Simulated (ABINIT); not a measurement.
Here is an ABINIT 10.8.3 (patched build) calculation.

Contents of run.abi:

```
pp_dirpath "./"
pseudos "Ba.GGA_PBE-JTH.xml, Zr.GGA_PBE-JTH.xml, O.GGA_PBE-JTH.xml"

acell 7.9204846952 7.9204846952 7.9204846952
rprim
     1.0000000000     0.0000000000     0.0000000000
     0.0000000000     1.0000000000     0.0000000000
     0.0000000000     0.0000000000     1.0000000000
ntypat 3
znucl 56 40 8
natom 5
typat 1 2 3 3 3
xred
     0.0000000000     0.0000000000     0.0000000000
     0.5000000000     0.5000000000     0.5000000000
     0.5000000000     0.5000000000     0.0000000000
     0.5000000000     0.0000000000     0.5000000000
     0.0000000000     0.5000000000     0.5000000000

ecut 761.918815 eV
pawecutdg 50.0

kptopt 1
ngkpt 5 5 5
nshiftk 1
shiftk 0.0 0.0 0.0

ixc -497498
usekden 1
pawxcdev 0

nband 24
occopt 3
tsmear 0.00183747

nstep 100
tolvrs 1.0e-7

iomode 3
prtwf 0
prteig 0
prtebands 0
enunit 1
prtden 1
prtvha 1
prtvclmb 1
prtpot 1
```

Potentials or basis: JTH PAW PBE v2.0.

Run with:

```console
$ abinit run.abi > log 2>&1
```

Task: Predict the band gap on the k mesh.

Result: 3.82 eV, indirect (least direct gap 3.95 eV).

Task: Predict the pressure.

Result: 1.7 GPa.

Caveat: this set's barium file shifts pressures by 1.5 GPa and gaps by 0.1 eV against other sets; the PAW data sets were made with another functional, which shifts forces and pressure a little; spin-orbit coupling is left out, which moves the levels of the heavy elements; an odd mesh through Γ misses points on the zone boundary, where band edges often lie. r2SCAN opens gaps a little over a GGA but as a rule still falls short of measured ones.
